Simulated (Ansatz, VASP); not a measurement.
**Cu: VASP beside Ansatz**

```
CELL_PARAMETERS angstrom
2.53076 0.00000 0.00000
-1.26538 2.19171 0.00000
0.00000 0.00000 8.26182
ATOMIC_POSITIONS crystal
Cu 0.00000 0.00000 0.00000
Cu 0.33333 0.66667 0.25000
Cu 0.00000 0.00000 0.50000
Cu 0.66667 0.33333 0.75000
```

This isn't the form of Cu at room conditions, which is fcc.

Alike in both runs: task single point; functional PBEsol; k mesh 8 × 8 × 3; no spin polarisation.

|  | VASP | Ansatz |
| --- | --- | --- |
| version | VASP 6.6.1 | Ansatz 0.2.0 |
| potentials or method | VASP PAW PBE potentials, release 64 (Cu) | plane waves, PAW |
| plane-wave cutoff (eV) | 520 | 420 |
| occupations | methfessel-paxton of order 1, width 0.05 eV | cold, width 0.05 eV |
| valence electrons in the cell | 44 | 76 |

```tsv
	VASP	Ansatz	Ansatz less VASP
pressure (GPa)	-1.1	-1.8	-0.66
largest component of the traceless stress (GPa)	1.76	1.75	-0.007
```

The two sets of potentials don't hold the same shells in valence.

Caveats: the PAW data sets were made with another functional, which shifts forces and pressure a little (VASP).
